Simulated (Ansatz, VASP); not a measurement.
# Cross-check of C between VASP and Ansatz, part 2 of 2

Aim: how closely do two programs agree when they are given the same cell, functional and k mesh? The cell is taken from a series of runs on this material, whose earlier steps may have relaxed, scaled, displaced or heated it; both programs get it as it stands.

VASP 6.6.1 and Ansatz 0.2.0.

So far: The structure; Ansatz: single point, HSE06 with D3(BJ); VASP: single point, HSE06 with D3(BJ).

### Step 3. VASP: single point, HSE06 with D3(BJ) (continued)

Level of this step: HSE06 with D3(BJ); plane waves and PAW (C) (VASP).

Numbers of over 12 decimals in the logs are rounded to 6 here.

From OUTCAR (step 3):

```text
ion  position               nearest neighbor table
   1  0.227  0.454  0.681-   4 1.42   4 1.42   4 1.42
   2  0.718  0.436  0.155-   3 1.42   3 1.42   3 1.42
   3  0.051  0.102  0.154-   2 1.42   2 1.42   2 1.42
   4  0.894  0.788  0.682-   1 1.42   1 1.42   1 1.42
   5  0.999  0.997  0.996-   7 1.42   7 1.42   7 1.42
   6  0.947  0.893  0.840-   8 1.42   8 1.42   8 1.42
   7  0.332  0.665  0.997-   5 1.42   5 1.42   5 1.42
   8  0.613  0.226  0.839-   6 1.42   6 1.42   6 1.42

  LATTYP: Found a trigonal (rhomboedric) cell.
 ALAT       =    21.3805591861
 COS(alpha) =     0.9933808519

 Subroutine GETGRP returns: Found 12 space group operations
 (whereof  6 operations were pure point group operations)

The static configuration has the point symmetry C_3v.
 The point group associated with its full space group is D_3d.

 Found     19 irreducible k-points:

   k-points           NKPTS =     19   k-points in BZ     NKDIM =    125   number of bands    NBANDS=     24

   dimension x,y,z NGX =    18 NGY =   18 NGZ =  160
   dimension x,y,z NGXF=    36 NGYF=   36 NGZF=  320

   ENCUT  =  520.0 eV  38.22 Ry    6.18 a.u.   4.57  4.57 39.75*2*pi/ulx,y,z

   NELECT =      32.0000    total number of electrons

 k-points in reciprocal lattice and weights: Automatic mesh
   0.00000000  0.00000000  0.00000000       0.008
   0.20000000 -0.00000000  0.00000000       0.048
   0.40000000 -0.00000000 -0.00000000       0.048
   0.00000000  0.20000000  0.00000000       0.048
   0.20000000  0.20000000 -0.00000000       0.096
   0.40000000  0.20000000 -0.00000000       0.096
  -0.40000000  0.20000000  0.00000000       0.048
   0.00000000  0.40000000 -0.00000000       0.048
   0.20000000  0.40000000 -0.00000000       0.048
[...]
0.00000000  0.00000000  0.40000000       0.016
   0.20000000 -0.00000000  0.40000000       0.048

  exchange ACFDT corr.  =         0.00000000  see jH, gK, PRB 81, 115126

 average (electrostatic) potential at core
       1 -50.3003       2 -50.3003       3 -50.3256       4 -50.3256       5 -50.3590
       6 -50.3590       7 -50.3084       8 -50.3084

 E-fermi :  -0.1273

 k-point     1 :       0.0000    0.0000    0.0000
  band No.  band energies     occupation
    ...
     12      -2.6400      2.00000
     13      -2.6297      2.00000
     14      -2.6297      2.00000
     15      -2.6283      2.00000
     16      -2.6283      2.00000
     17       5.1005      0.00000
     18       5.4497      0.00000
     19       6.4828      0.00000
     20       7.7592      0.00000
     21       8.3453      0.00000
    ...

 k-point     2 :       0.2000   -0.0000    0.0000
  band No.  band energies     occupation
    ...
     12      -5.4114      2.00000
     13      -4.2707      2.00000
     14      -4.2535      2.00000
     15      -4.2372      2.00000
     16      -4.2302      2.00000
     17       6.3940      0.00000
     18       6.7270      0.00000
     19       7.7014      0.00000
     20       8.9341      0.00000
     21       9.5063      0.00000
    ...

 k-point     3 :       0.4000   -0.0000   -0.0000
  band No.  band energies     occupation
    ...
     12      -6.0410      2.00000
     13      -3.4706      2.00000
     14      -3.0666      2.00000
     15      -2.5793      2.00000
     16      -2.1591      2.00000
     17       4.6694      0.00000
     18       4.9068      0.00000
     19       5.2856      0.00000
     20       5.5948      0.00000
     21       9.5416      0.00000
    ...

 Edisp (eV)   -0.99630

  Total      -2.03909    -2.03909    -0.25802     0.00000     0.00000     0.00000
  in kB     -29.22055   -29.22055    -3.69743     0.00000     0.00000     0.00000
  external pressure =      -20.71 kB  Pullay stress =        0.00 kB

  energy-cutoff  :      520.00
  volume of cell :      111.80
      direct lattice vectors                 reciprocal lattice vectors
     2.460000000  0.000000000  0.000000000     0.406504065  0.234695231  0.015625000
    -1.230000000  2.130422493  0.000000000     0.000000000  0.469390463  0.031250000
     0.000000000 -1.420281662 21.333333333     0.000000000  0.000000000  0.046875000

 POSITION                                       TOTAL-FORCE (eV/Angst)
 -----------------------------------------------------------------------------------
      0.00000     -0.00000     14.53650        -0.000000      0.000000      0.327787
      1.23000      0.71014      3.29683         0.000000     -0.000000     -0.327787
      0.00000      0.00000      3.27900        -0.000000      0.000000      0.318755
      1.23000      0.71014     14.55433         0.000000     -0.000000     -0.318755
      1.23000      0.71014     21.24183         0.000000      0.000000      0.647465
      1.23000      0.71014     17.92483        -0.000000     -0.000000     -0.647465
      0.00000     -0.00000     21.27750         0.000000     -0.000000     -0.652289
      1.23000     -0.71014     17.88917         0.000000      0.000000      0.652289
 -----------------------------------------------------------------------------------
    total drift:                               -0.000001     -0.000003     -0.000011

  FREE ENERGIE OF THE ION-ELECTRON SYSTEM (eV)
  ---------------------------------------------------
  free  energy   TOTEN  =       -85.5117179322 eV

  energy  without entropy=      -85.5117179322  energy(sigma->0) =      -85.51171793

 total charge
# of ion       s       p       d       tot
------------------------------------------
    1        0.869   1.789   0.000   2.658
    2        0.869   1.789   0.000   2.658
    3        0.870   1.786   0.000   2.656
    4        0.870   1.786   0.000   2.656
    5        0.870   1.783   0.000   2.654
    6        0.870   1.783   0.000   2.654
    7        0.869   1.789   0.000   2.658
    8        0.869   1.789   0.000   2.658
--------------------------------------------------
tot          6.956  14.294   0.000  21.250

[... 3 further parts left out ...]
```

The run ends at a pressure of -2.07 GPa, with forces up to 0.65 eV/Å.

### Step 4. Side by side

Known differences besides the potentials themselves: exact exchange at q = 0 is treated differently, which shows on coarse meshes; VASP keeps PBE cores, Ansatz makes them for the functional; fixed occupations in Ansatz, narrow Gaussian smearing in VASP; the cutoff is 650 eV in Ansatz and 520 eV in VASP; VASP takes a coarser grid for exact exchange (PRECFOCK = Fast). Total energies have different zeros and are not compared.

Compared:

| quantity | Ansatz | VASP | difference |
| --- | --- | --- | --- |
| gap on the k mesh (eV) | 3.150 | 3.157 | -0.007 |

A gap on the mesh is an upper bound, since the band edges may lie between its points.

### Step 5. What came out

| Item | Value |
| --- | --- |
| difference in gap on the k mesh (single point, HSE06 with D3(BJ)) | -0.0068 eV |

The difference in gap on the k mesh is -0.0068 eV (single point, HSE06 with D3(BJ)), within the 0.08 eV picked in this series as the mark of a large difference. How closely two codes agree says nothing of how well the functional describes the real material.

[Lines on the potential files, build, host, timing and source positions are cut from VASP's logs without a mark.]

[Logs are printed without paths, hosts, clocks, repeated set-up lines and the standing remarks that a program may print on its own settings, such as how far it seeks lower states.]

[Hosts, paths, dates, database ids (printed as entryN), source tags and the programs' standing remarks are cut or masked in the printed files.]
